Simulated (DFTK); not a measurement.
A run of DFTK 0.8.2 is set up as follows.

Contents of run.jl:

```julia
using DFTK
using PseudoPotentialData
using Unitful, UnitfulAtomic
using LinearAlgebra, Printf
include("save.jl")
disable_threading()

lines = readlines("InP.cif")
tag(name) = parse(Float64, split(only(filter(startswith(name), lines)))[2])
a, b, c = tag.(["_cell_length_a", "_cell_length_b", "_cell_length_c"])
α, β, γ = deg2rad.(tag.(["_cell_angle_alpha", "_cell_angle_beta", "_cell_angle_gamma"]))
cx, cy  = cos(β), (cos(α) - cos(β) * cos(γ)) / sin(γ)
lattice = austrip(1u"Å") * [a b*cos(γ) c*cx; 0 b*sin(γ) c*cy; 0 0 c*sqrt(1 - cx^2 - cy^2)]
sites     = split.(lines[findlast(startswith("_atom_site_"), lines)+1:end])
symbols   = [Symbol(s[2]) for s in sites]
positions = [parse.(Float64, s[5:7]) for s in sites]
pseudopotentials = PseudoFamily("cp2k.nc.sr.pbe.v0_1.largecore.gth")
elements = Dict(s => ElementPsp(s, pseudopotentials) for s in unique(symbols))
atoms    = [elements[s] for s in symbols]

build_model(lattice, positions; symmetries=true) =
    model_DFT(lattice, atoms, positions;
              functionals=PBEsol(),
              temperature=austrip(0.05u"eV"),
              smearing=Smearing.FermiDirac(),
              symmetries)
Ecut  = 34.0  # hartree
kgrid = [7, 7, 7]
tol   = 1e-6
to_GPa = ustrip(uconvert(u"GPa", 1u"hartree/bohr^3"))

results["points"] = []
for scale in [0.94, 0.96, 0.98, 1.0, 1.02, 1.04, 1.06]
    println("\n=== scale = ", scale)
    model = build_model(cbrt(scale) * lattice, positions)
    basis = PlaneWaveBasis(model; Ecut, kgrid)
    t0 = time()
    scfres = self_consistent_field(basis;
                                   tol,
                                   nbandsalg=AdaptiveBands(model; n_bands_converge=9))
    seconds = time() - t0
    @printf "SCF: %d iterations, %.1f s\n" scfres.n_iter seconds
    forces = compute_forces_cart(scfres)
    stress = compute_stresses_cart(scfres)
    @printf "V = %.5f Å^3  F = %.8f Ha  max force = %.5f eV/Å  p = %.4f GPa\n" ustrip(auconvert(u"Å^3", model.unit_cell_volume)) scfres.energies.total ustrip(auconvert(u"eV/Å", maximum(norm, forces))) (-tr(stress) / 3 * to_GPa)
    push!(results["points"], save_scf!(scfres; forces, stress, d=Dict{String,Any}("seconds" => seconds, "n_matvec" => get(scfres, :n_matvec, 0))))
end

# third-order Birch-Murnaghan fit in x = V^(-2/3)
V = [0.94, 0.96, 0.98, 1.0, 1.02, 1.04, 1.06] * abs(det(lattice))
E = [p["total"] for p in results["points"]]
x = V .^ (-2 / 3)
c = [x .^ 0 x x .^ 2 x .^ 3] \ E
Δ = c[3]^2 - 3c[2] * c[4]
if Δ > 0
    x0 = (-c[3] + sqrt(Δ)) / 3c[4]
    B0 = 4 / 9 * x0^(7 / 2) * (2c[3] + 6c[4] * x0)
    @printf "V0 = %.4f Å^3  B0 = %.2f GPa\n" ustrip(auconvert(u"Å^3", x0^(-3 / 2))) B0 * to_GPa
end
```

File InP.cif:

```cif
data_InP
_cell_length_a 4.14435284
_cell_length_b 4.14435284
_cell_length_c 4.14435284
_cell_angle_alpha 60.00000000
_cell_angle_beta 60.00000000
_cell_angle_gamma 60.00000000
_space_group_name_H-M_alt 'P1'
_space_group_name_Hall 'P 1'
_space_group_IT_number 1
loop_
_space_group_symop_operation_xyz
'x,y,z'
loop_
_atom_site_label
_atom_site_type_symbol
_atom_site_symmetry_multiplicity
_atom_site_Wyckoff_symbol
_atom_site_fract_x
_atom_site_fract_y
_atom_site_fract_z
_atom_site_occupancy
In1 In 1 a 0.0000000000 0.0000000000 0.0000000000 1
P1 P 1 a 0.7500000000 0.7500000000 0.7500000000 1
```

Potentials or basis: cp2k.nc.sr.pbe.v0_1.largecore.gth (PBE, GTH, large core).

The run is started by

```sh
$ julia --threads=1 run.jl  # save.jl only writes the numbers to a file and isn't shown; printed stress counts tension as positive; times include loading and compiling
```

Task: Predict the bulk modulus.

Result: 59 GPa.

Task: What does it give for the pressure derivative of the bulk modulus?

Result: 4.4.

Energy against volume, from the lowest point:
```csv
volume (Å³/atom),energy (meV/atom)
23.657,47.70
24.160,28.52
24.663,14.67
25.167,5.61
25.670,0.86
26.173,0.00
26.677,2.64
```

Caveat: GTH potentials come without recommended cutoffs, and this one wasn't checked for convergence; the potentials were made for another functional, which shifts forces and pressure; this set keeps more shells in the core, which shifts pressures and gaps.

**Measured values to compare with.**

From a printed reference work, data compilation, for a bulk crystal of InP: bulk modulus 71 GPa.

Against the measured bulk modulus of InP, 71 GPa (a printed reference work, data compilation), the calculated 59 GPa is off by -16.6 %. The fit is for a static lattice scaled at fixed shape and fixed fractional positions.
